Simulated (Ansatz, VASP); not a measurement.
# Cd: VASP beside Ansatz

```
Cd
1.0
     2.88738    0.00000    0.00000
    -1.44369    2.50054    0.00000
     0.00000    0.00000   10.67586
Cd
4
Direct
  0.00000 0.00000 0.00000
  0.33333 0.66667 0.25000
  0.00000 0.00000 0.50000
  0.66667 0.33333 0.75000
```

Alike in both runs: task single point; functional PBEsol; k mesh 15 × 15 × 4; occupations gaussian, width 0.1 eV; no spin polarisation.

|  | VASP | Ansatz |
| --- | --- | --- |
| version | VASP 6.6.1 | Ansatz 0.2.0 |
| potentials or method | VASP PAW PBE potentials, release 64 (Cd) | scalar-relativistic, plane waves, PAW |
| plane-wave cutoff (eV) | 520 | 420 |
| valence electrons in the cell | 48 | 80 |

Ansatz gave:

| Quantity | Value |
| --- | --- |
| gap on the k mesh at the Fermi level (eV) | none |
| pressure (GPa) | 6.5 |
| largest component of the traceless stress (GPa) | 0.27 |

Which values does VASP return?

gap on the k mesh at the Fermi level (eV): none; pressure (GPa): 7.1; largest component of the traceless stress (GPa): 0.08.

A gap of «none» marks a metal or a gap that the smearing closes. With one functional, cell and mesh, what is left measures potentials, basis and numerics. The two sets of potentials don't hold the same shells in valence.

Caveats: the PAW data sets were made with another functional, which shifts forces and pressure a little (VASP).
